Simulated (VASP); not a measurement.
Set up this calculation in VASP 6.6.1, as the native input.

* Task: single point
* Functional: PBEsol
* Potentials or basis: VASP PAW PBE potentials, release 64 (Ti_sv, O)
* Cutoff: 520 eV
* k mesh: 7 × 7 × 6
* Occupations: gaussian, width 0.05 eV
* Spin: no spin polarisation
* Further INCAR settings: ALGO = Normal; EDIFF = 1e-06

The structure of TiO lies in POSCAR:

```
TiO
1.0
    3.0094341500      0.0000000000      0.0000000000
   -1.5047170800      2.6062464300      0.0000000000
    0.0000000000      0.0000000000      2.9370586300
Ti O
1 1
Direct
    0.0000000000      0.0000000000      0.0000000000
    0.6666666667      0.3333333333      0.5000000000
```

The cell comes from a database or a generator and needn't be the stable form of this composition.

One way to write it, as run:

INCAR

```
SYSTEM = TiO
PREC = Accurate
ENCUT = 520
EDIFF = 1E-6
ISMEAR = 0
SIGMA = 0.05
LREAL = .False.
LASPH = .True.
NELM = 80
ALGO = Normal
ISIF = 2
LWAVE = .False.
LCHARG = .False.
GGA = PS
```

KPOINTS

```
Automatic mesh
0
Gamma
  7 7 6
  0 0 0
```

Potentials or basis: VASP PAW PBE potentials, release 64 (Ti_sv, O).

Run with:

```console
$ cat potpaw_PBE.64/Ti_sv/POTCAR potpaw_PBE.64/O/POTCAR > POTCAR
$ mpirun -np 1 vasp_std > vasp.out
```

Results of the run:

| Item | Value |
| --- | --- |
| Pressure | -32.7 GPa |
| Band gap on the k mesh | none (metal or under the smearing width) |

Caveat: a pressure of tens of GPa on the cell as given is suspect, and the run, the potentials or the cell itself is likely at fault; the PAW data sets were made with another functional, which shifts forces and pressure a little; semilocal functionals often make such compounds metallic where correlation or magnetic order opens a gap, which also shifts bond lengths.

Run time: 4.1 s on 1 thread of Intel(R) Xeon(R) 6975P-C (Granite Rapids), on a shared host, peak memory 0.13 GiB.
